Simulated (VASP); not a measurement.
Runs of VASP 6.6.1 on ZnSe. It takes space group F-43m (No. 216, cubic). Conventional cell: a = 5.641 Å, b = 5.641 Å, c = 5.641 Å, α = 90.00°, β = 90.00°, γ = 90.00°. Around Zn (site symmetry -43m) lie 4 Se at 2.44 Å. Se (site symmetry -43m) is surrounded by 4 Zn at 2.44 Å. 

```csv
task,level,potentials or basis,spin,cell,k mesh,cutoff (eV),gap on the mesh (eV),pressure (GPa)
band structure,r2SCAN,"VASP PAW PBE potentials, release 64 (Zn, Se)",off,as given,8 × 8 × 8,520,1.93,1.0
relaxation of cell and atoms,PBEsol,"VASP PAW PBE potentials, release 64 (Zn, Se)",off,relaxed,8 × 8 × 8,600,1.23,0.0
band structure,PBEsol,"VASP PAW PBE potentials, release 64 (Zn, Se)",off,as given,8 × 8 × 8,520,1.23,0.1
band structure,LDA,"VASP PAW LDA potentials, release 64 (Zn, Se)",off,as given,8 × 8 × 8,520,1.13,(a)
band structure,PBEsol,"VASP PAW PBE potentials, release 64 (Zn, Se)","SOC, no magnetisation",as given,6 × 6 × 6,520,-,0.1
band structure,TB-mBJ,"VASP PAW PBE potentials, release 64 (Zn, Se)",off,as given,8 × 8 × 8,520,(b),-
```

Alike in all rows: smearing gaussian 0.03 eV.

Q: Estimate the missing entries.

A: (a) -2.3; (b) 2.82.

Caveats: the PAW data sets were made with another functional, which shifts forces and pressure a little (some runs); the relaxation stopped at its first step, so nothing moved (some runs).

A k mesh can miss the band edges, and rows without SOC leave out spin-orbit coupling on Se.
